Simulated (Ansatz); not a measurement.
**LiF: a single-point run**

Aim: a sound single-point run of LiF. The structure is shown as the input types it. The cell is built on a prototype (zincblende) and needn't be the phase found in nature.

Program: Ansatz 0.2.0. Level of theory: density functional or hybrid calculation with the settings of its input, plane waves (as first typed). These are calculated values, not measurements.

4 further runs of the same task are left out: 4 that didn't finish.

### 1 The starting structure

The structure is cubic, space group F-43m (No. 216). Conventional cell: a = 4.289 Å, b = 4.289 Å, c = 4.289 Å, α = 90.00°, β = 90.00°, γ = 90.00°. Li (site symmetry -43m) is surrounded by 4 F at 1.86 Å. F (site symmetry -43m) has 4 Li at 1.86 Å as nearest neighbours.

Coordinates:

```
Li F
1.0
     0.00000    2.14461    2.14461
     2.14461    0.00000    2.14461
     2.14461    2.14461    0.00000
Li F
1 1
Direct
  0.00000 0.00000 0.00000
  0.25000 0.25000 0.25000
```

### 2 The run

input.yaml reads:

```yaml
crystal:
  lattice:
    - [0.0, 2.144610548, 2.144610548]
    - [2.144610548, 0.0, 2.144610548]
    - [2.144610548, 2.144610548, 0.0]
  atoms:
    - { symbol: Li, position: [0.0, 0.0, 0.0] }
    - { symbol: F, position: [0.25, 0.25, 0.25] }
kpoints:
  mp_grid: { grid: [8, 8, 8] }
hamiltonian:
  xc: b3pw
scf:
  occupations: { method: fixed }
  n_extra_bands: 4
output:
  forces: true
  stress: true
  eigenvalues: true
```

Run with:

```console
$ ansatz run input.yaml --threads 4 --pin off --max-ram 3686MiB --backend cpu --events-out ev --progress --plain --runs-dir out
```

What happens when this is run?

Nothing was computed: the input was turned down at the start. Its message: «line 12 column 7: hamiltonian.xc: unknown variant `b3pw`, expected one of `lda`, `lda-pw`, `pw92`, `pbe`, `pbesol`, `rpbe`, `revpbe`, `blyp`, ...»

Look at the input: hamiltonian.xc is b3pw. The method's name matches nothing in the program's list.

Remedy: set hamiltonian.xc to pbesol. Any name on the list would pass the check; a listed functional of a like name need not be the same functional.
